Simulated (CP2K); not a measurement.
Runs of CP2K 2026.2 on C. Symmetry: R-3m, No. 166, trigonal system. The conventional cell has a = 2.466 Å, b = 2.466 Å, c = 24.848 Å, α = 90.00°, β = 90.00°, γ = 120.00°. C (site symmetry 3m) has 3 C at 1.42 Å as nearest neighbours. C (site symmetry 3m) has 3 C at 1.42 Å as nearest neighbours. This isn't the form of C at room conditions, which is graphite.

```csv
level,gap on the mesh (eV),pressure (GPa),largest force (eV/Å)
PBEsol,0.19,(b),-
PBE,0.18,1.0,0.01
LDA,0.20,0.2,0.01
M06-L,0.18,(c),-
HLE16,(a),-37.4,0.04
```

Alike in all rows: task single point; potentials or basis POTENTIAL_UZH C GTH-PBE-q4; TZVP-MOLOPT-PBE-GTH basis; no spin polarisation; cell as given; k mesh 12 × 12 × 12; smearing fermi-dirac 0.05 eV.

**Question.** Fill in the values left out.

**Answer.** (a) 0.12; (b) 0.3; (c) -1.8.

Caveats: the basis of atomic orbitals isn't converged, which shifts pressures, moduli and gaps; the potentials were made for another functional, which shifts forces and pressure (some runs); the potentials were made for a functional far from this one (some runs); the cell as given lies far from equilibrium (some runs).

A k mesh can miss the band edges.
